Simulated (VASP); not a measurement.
# Sb2Se3 (Antimonselite) (Pnma) in VASP: settings compared

Aim: see how the results for Sb2Se3 (Antimonselite) move with the level of theory and the settings. Levels: LDA, PBEsol. Tasks: relaxation of cell and atoms.

Program: VASP 6.6.1. These are calculated values, not measurements. Logs are shortened: lines on timing, memory, paths and dates and some standing lists are left out, and cuts for length are marked.

## 1. Starting point

Symmetry: Pnma, No. 62, orthorhombic system. The conventional cell has a = 11.770 Å, b = 3.962 Å, c = 11.620 Å, α = 90.00°, β = 90.00°, γ = 90.00°. Sb (site symmetry m) has 3 Se at 2.66 Å as nearest neighbours. Sb (site symmetry m) has 3 Se at 2.58 to 2.78 Å as nearest neighbours. Se (site symmetry m) is surrounded by 1 Sb at 2.58 Å. Se (site symmetry m) is surrounded by 2 Sb at 2.66 Å. Se (site symmetry m) is surrounded by 3 Sb at 2.66 to 2.78 Å.

## 2. Relaxation of cell and atoms, LDA

INCAR reads:

```
  ALGO = Normal
  EDIFF = 1E-6
  EDIFFG = -0.01
  ENCUT = 600
  GGA = CA
  IBRION = 2
  ISIF = 3
  ISMEAR = 0
  KPAR = 4
  LASPH = True
  LCHARG = False
  LREAL = False
  LWAVE = False
  NELM = 80
  NSW = 90
  PREC = Accurate
  SIGMA = 0.03
```

KPOINTS reads:

```
k-points
0
Gamma
  4 8 4
```

POSCAR reads:

```
Sb2Se3
1.0
   11.7700000000      0.0000000000      0.0000000000
    0.0000000000      3.9620000000      0.0000000000
    0.0000000000      0.0000000000     11.6200000000
Sb Se
8 12
Direct
    0.0305000000      0.2500000000      0.3280000000
    0.9695000000      0.7500000000      0.6720000000
    0.4695000000      0.7500000000      0.8280000000
    0.5305000000      0.2500000000      0.1720000000
    0.1478000000      0.7500000000      0.0397000000
    0.8522000000      0.2500000000      0.9603000000
    0.3522000000      0.2500000000      0.5397000000
    0.6478000000      0.7500000000      0.4603000000
    0.0534000000      0.2500000000      0.8732000000
    0.9466000000      0.7500000000      0.1268000000
    0.4466000000      0.7500000000      0.3732000000
    0.5534000000      0.2500000000      0.6268000000
    0.1302000000      0.7500000000      0.4434000000
    0.8698000000      0.2500000000      0.5566000000
    0.3698000000      0.2500000000      0.9434000000
    0.6302000000      0.7500000000      0.0566000000
    0.2132000000      0.2500000000      0.1935000000
    0.7868000000      0.7500000000      0.8065000000
    0.2868000000      0.7500000000      0.6935000000
    0.7132000000      0.2500000000      0.3065000000
```

Potentials or basis: VASP PAW LDA potentials, release 64 (Sb, Se).

On the command line:

```sh
$ cat potpaw_LDA.64/Sb/POTCAR potpaw_LDA.64/Se/POTCAR > POTCAR
$ mpirun -np 4 vasp_std > vasp.out
```

OUTCAR:

```text
EDIFF = 1E-6
   EDIFFG = -0.01
   ENCUT = 600
   GGA = CA
   IBRION = 2
   ISIF = 3
   ISMEAR = 0
   LASPH = True
   LREAL = False
   NELM = 80
   NSW = 90
   PREC = Accurate

 ion  position               nearest neighbor table
   1  0.031  0.250  0.328-  17 2.66  13 2.66  13 2.66  10 3.22  10 3.22  14 3.26
   2  0.969  0.750  0.672-  18 2.66  14 2.66  14 2.66   9 3.22   9 3.22  13 3.26
   3  0.469  0.750  0.828-  19 2.66  15 2.66  15 2.66  12 3.22  12 3.22  16 3.26
   4  0.531  0.250  0.172-  20 2.66  16 2.66  16 2.66  11 3.22  11 3.22  15 3.26
   5  0.148  0.750  0.040-  10 2.58  17 2.78  17 2.78   9 2.98   9 2.98
   6  0.852  0.250  0.960-   9 2.58  18 2.78  18 2.78  10 2.98  10 2.98
   7  0.352  0.250  0.540-  12 2.58  19 2.78  19 2.78  11 2.98  11 2.98
   8  0.648  0.750  0.460-  11 2.58  20 2.78  20 2.78  12 2.98  12 2.98
   9  0.053  0.250  0.873-   6 2.58   5 2.98   5 2.98   2 3.22   2 3.22
  10  0.947  0.750  0.127-   5 2.58   6 2.98   6 2.98   1 3.22   1 3.22
  11  0.447  0.750  0.373-   8 2.58   7 2.98   7 2.98   4 3.22   4 3.22
  12  0.553  0.250  0.627-   7 2.58   8 2.98   8 2.98   3 3.22   3 3.22
  13  0.130  0.750  0.443-   1 2.66   1 2.66   2 3.26
  14  0.870  0.250  0.557-   2 2.66   2 2.66   1 3.26
  15  0.370  0.250  0.943-   3 2.66   3 2.66   4 3.26
  16  0.630  0.750  0.057-   4 2.66   4 2.66   3 3.26
  17  0.213  0.250  0.194-   1 2.66   5 2.78   5 2.78
  18  0.787  0.750  0.806-   2 2.66   6 2.78   6 2.78
  19  0.287  0.750  0.694-   3 2.66   7 2.78   7 2.78
  20  0.713  0.250  0.306-   4 2.66   8 2.78   8 2.78

  LATTYP: Found a simple orthorhombic cell.
 ALAT       =     3.9620000000
 B/A-ratio  =     2.9328621908
 C/A-ratio  =     2.9707218576

  Lattice vectors:

 A1 = (   0.0000000000,   3.9620000000,   0.0000000000)
 A2 = (   0.0000000000,   0.0000000000,  11.6200000000)
 A3 = (  11.7700000000,   0.0000000000,   0.0000000000)

Analysis of symmetry for initial positions (statically):
=====================================================================
 Subroutine PRICEL returns:
 Original cell was already a primitive cell.

 Routine SETGRP: Setting up the symmetry group for a
 simple orthorhombic supercell.

 Subroutine GETGRP returns: Found  8 space group operations
 (whereof  2 operations were pure point group operations)
 out of a pool of  8 trial point group operations.

The static configuration has the point symmetry S_2 .
 The point group associated with its full space group is D_2h.

Analysis of symmetry for dynamics (positions and initial velocities):
=====================================================================
 Subroutine PRICEL returns:
 Original cell was already a primitive cell.

 Routine SETGRP: Setting up the symmetry group for a
 simple orthorhombic supercell.

 Subroutine GETGRP returns: Found  8 space group operations
 (whereof  2 operations were pure point group operations)
 out of a pool of  8 trial point group operations.
[... 163 lines left out ...]
   GGA     = CA    functional components
   LHFCALC =     F    Hartree Fock is set to
   AEXX    =    0.0000 exact exchange contribution
   IVDW    =     0    specifies the selected vdW correction
   LEPSILON=     F    determine dielectric tensor
   LRPA    =     F    only Hartree local field effects (RPA)
 conjugate gradient relaxation of ions
 non-spin polarized calculation
 Gauss-broadening in eV      SIGMA  =   0.03
  energy-cutoff  :      600.00
  volume of cell :      541.87
 maximum number of plane-waves:     18148
 NGX is ok and might be reduce to    96
   NGX = 47   NGY = 15   NGZ = 47

--------------------------------------- Ionic step        1  -------------------------------------------

 number of electron     111.9999995 magnetization

 Free energy of the ion-electron system (eV)
  ---------------------------------------------------
  ext. energy  EPLUGINS =         0.00000000
  ---------------------------------------------------
  free energy    TOTEN  =       -93.12761165 eV

  energy without entropy =      -93.12761165  energy(sigma->0) =      -93.12761165

------------------------ aborting loop because EDIFF is reached ----------------------------------------

  FORCE on cell =-STRESS in cart. coord.  units (eV):
  Direction    XX          YY          ZZ          XY          YZ          ZX
  --------------------------------------------------------------------------------------
  -------------------------------------------------------------------------------------
  Total       -1.0380967     -2.3801762     -3.8707400      0.0000000      0.0000000      0.0000000
  in kB       -3.0693847     -7.0375683    -11.4447819      0.0000000      0.0000000      0.0000000
  external PRESSURE =      -7.1839116 kB  Pullay stress =       0.0000000 kB
[... 143 lines left out ...]
  FREE ENERGIE OF THE ION-ELECTRON SYSTEM (eV)
  ---------------------------------------------------
  free  energy   TOTEN  =       -93.2602837203 eV

  energy  without entropy=      -93.2602837203  energy(sigma->0) =      -93.26028372

[... ionic steps 4 to 27 ...]

--------------------------------------- Ionic step       28  -------------------------------------------

 number of electron     111.9999992 magnetization

------------------------ aborting loop because EDIFF is reached ----------------------------------------
[... 103 lines left out ...]
--------------------------------------- Ionic step       30  -------------------------------------------

 number of electron     111.9999992 magnetization

 Free energy of the ion-electron system (eV)
  ---------------------------------------------------
  ext. energy  EPLUGINS =         0.00000000
  ---------------------------------------------------
  free energy    TOTEN  =       -93.38075627 eV

  energy without entropy =      -93.38075627  energy(sigma->0) =      -93.38075627

 E-fermi :   5.4895     XC(G=0):  -9.8946

 val. band max:        5.3255970203   @ k =   0.0000   0.0000   0.2500
 cond. band min:       6.0470975910   @ k =   0.0000   0.1250   0.0000
 fundamental gap:      0.7215005707
 Fermi energy:         5.4894829934

 k-point     1 :       0.0000    0.0000    0.0000
  band No.  band energies     occupation
      1      -9.2381      2.00000
      2      -8.7984      2.00000
      3      -8.5083      2.00000
      4      -8.4006      2.00000
      5      -8.3740      2.00000
      6      -8.0335      2.00000
[... 1669 lines left out ...]
     66       8.0023      0.00000
     67       8.1651      0.00000

 [... further k-points ...]
[... 5 lines left out ...]
  --------------------------------------------------------------------------------------
  -------------------------------------------------------------------------------------
  Total       -0.0297135     -0.0859554     -0.1373520      0.0000000     -0.0000000      0.0000000
  in kB       -0.0929994     -0.2690296     -0.4298944      0.0000000     -0.0000000      0.0000000
  external PRESSURE =      -0.2639744 kB  Pullay stress =       0.0000000 kB
[... 35 lines left out ...]
  FREE ENERGIE OF THE ION-ELECTRON SYSTEM (eV)
  ---------------------------------------------------
  free  energy   TOTEN  =       -93.3807562709 eV

  energy  without entropy=      -93.3807562709  energy(sigma->0) =      -93.38075627

 reached required accuracy - stopping structural energy minimisation
```

OSZICAR:

```text
N       E                     dE             d eps       ncg     rms          rms(c)
DAV:   1     0.803323014598E+03    0.80332E+03   -0.44802E+04  6030   0.155E+03
DAV:   2     0.639058414570E+01   -0.79693E+03   -0.77319E+03  7244   0.236E+02
DAV:   3    -0.918505475351E+02   -0.98241E+02   -0.95705E+02  7247   0.915E+01
[... 239 lines left out ...]
DAV:   1    -0.933807766549E+02   -0.40126E-04   -0.11646E-03  6153   0.105E-01    0.308E-02
DAV:   2    -0.933807627070E+02    0.13948E-04   -0.87550E-05  7180   0.278E-02    0.125E-02
DAV:   3    -0.933807575268E+02    0.51802E-05   -0.12657E-05  7124   0.957E-03    0.476E-03
DAV:   4    -0.933807564371E+02    0.10897E-05   -0.10944E-06  3761   0.345E-03    0.220E-03
DAV:   5    -0.933807562709E+02    0.16623E-06   -0.62392E-07  3356   0.231E-03
  30 F= -.93380756E+02 E0= -.93380756E+02  d E =-.106308E-03
```

Run time: 1.7 h. Hardware: 4 MPI ranks of Intel Xeon 6975P-C (Granite Rapids), shared host; peak memory 1.5 GiB.

Results:

```yaml
Free_energy: -93.3808 eV
Relaxed_volume: 25.59 Å³/atom
Relaxed_cell: a = 11.520 Å, b = 3.960 Å, c = 11.222 Å, α = 90.00°, β = 90.00°, γ = 90.00°
Space_group_after_relaxing_to_0.05_Å: Pnma (No. 62)
Energy_gained_by_relaxing: 12.7 meV/atom
Ionic_steps: 30
Pressure_after_relaxing: 0.0 GPa
Largest_force_after_relaxing: 0.009 eV/Å
Band_gap_on_the_k_mesh: 0.72 eV, indirect (least direct gap 0.76 eV)
```

Forces on the atoms (eV/Å):
```
Sb  -0.003  0.000 -0.003
Sb   0.003  0.000  0.003
Sb   0.003  0.000 -0.003
Sb  -0.003  0.000  0.003
Sb  -0.009  0.000  0.004
Sb   0.009  0.000 -0.004
Sb   0.009  0.000  0.004
Sb  -0.009  0.000 -0.004
Se   0.000  0.000  0.000
Se   0.000  0.000  0.000
Se   0.000  0.000  0.000
Se   0.000  0.000  0.000
Se   0.002  0.000 -0.004
Se  -0.002  0.000  0.004
Se  -0.002  0.000 -0.004
Se   0.002  0.000  0.004
Se   0.000  0.000 -0.001
Se   0.000  0.000  0.001
Se   0.000  0.000 -0.001
Se   0.000  0.000  0.001
```

The path:
```
step  energy change (eV)  largest force (eV/Å)  pressure (GPa)  volume (Å³)
   1              0.0000                0.2980           -0.72       541.87
   2             -0.0907                0.2794           -0.11       532.39
   3             -0.1327                0.2732            0.87       519.47
   4             -0.1796                0.2001            0.29       519.39
   5             -0.1915                0.2149           -0.17       519.32
   6             -0.2099                0.1535           -0.10       518.04
   7             -0.2263                0.1357            0.08       515.17
   8             -0.2367                0.0773           -0.02       515.19
   9             -0.2398                0.0751           -0.12       515.21
  10             -0.2425                0.0801            0.08       513.67
  11             -0.2428                0.0830            0.19       512.79
  12             -0.2448                0.0664            0.14       512.99
  13             -0.2468                0.0775           -0.01       513.48
  14             -0.2479                0.0598           -0.02       513.48
  15             -0.2498                0.0331           -0.06       513.49
  16             -0.2499                0.0359           -0.07       513.50
  17             -0.2506                0.0415            0.07       512.39
  18             -0.2506                0.0422            0.07       512.34
  19             -0.2512                0.0316            0.05       512.34
  20             -0.2517                0.0222            0.00       512.34
  21             -0.2523                0.0173           -0.02       512.39
  22             -0.2523                0.0298           -0.04       512.44
  23             -0.2524                0.0253           -0.04       512.42
  24             -0.2526                0.0286            0.03       511.88
  25             -0.2527                0.0309            0.07       511.58
  26             -0.2528                0.0247            0.06       511.58
  27             -0.2530                0.0179            0.04       511.57
  28             -0.2530                0.0186            0.03       511.57
  29             -0.2531                0.0107            0.00       511.75
  30             -0.2531                0.0094           -0.03       511.90
```

Final structure:
```yaml
crystal:
  lattice:
    - [11.52025, 0.00000, 0.00000]
    - [0.00000, 3.95968, 0.00000]
    - [0.00000, 0.00000, 11.22180]
  atoms:
    - { symbol: Sb, position: [0.01879, 0.25000, 0.32825] }
    - { symbol: Sb, position: [0.98121, 0.75000, 0.67175] }
    - { symbol: Sb, position: [0.48121, 0.75000, 0.82825] }
    - { symbol: Sb, position: [0.51879, 0.25000, 0.17175] }
    - { symbol: Sb, position: [0.15360, 0.75000, 0.03763] }
    - { symbol: Sb, position: [0.84640, 0.25000, 0.96237] }
    - { symbol: Sb, position: [0.34640, 0.25000, 0.53763] }
    - { symbol: Sb, position: [0.65360, 0.75000, 0.46237] }
    - { symbol: Se, position: [0.05509, 0.25000, 0.86741] }
    - { symbol: Se, position: [0.94491, 0.75000, 0.13259] }
    - { symbol: Se, position: [0.44491, 0.75000, 0.36741] }
    - { symbol: Se, position: [0.55509, 0.25000, 0.63259] }
    - { symbol: Se, position: [0.12936, 0.75000, 0.44662] }
    - { symbol: Se, position: [0.87064, 0.25000, 0.55338] }
    - { symbol: Se, position: [0.37064, 0.25000, 0.94662] }
    - { symbol: Se, position: [0.62936, 0.75000, 0.05338] }
    - { symbol: Se, position: [0.21703, 0.25000, 0.19775] }
    - { symbol: Se, position: [0.78297, 0.75000, 0.80225] }
    - { symbol: Se, position: [0.28297, 0.75000, 0.69775] }
    - { symbol: Se, position: [0.71703, 0.25000, 0.30225] }
```

Caveat: spin-orbit coupling is left out, which moves the levels of the heavy elements. Zero-point motion and thermal expansion aren't in these numbers.

[end of part 1 of 3]
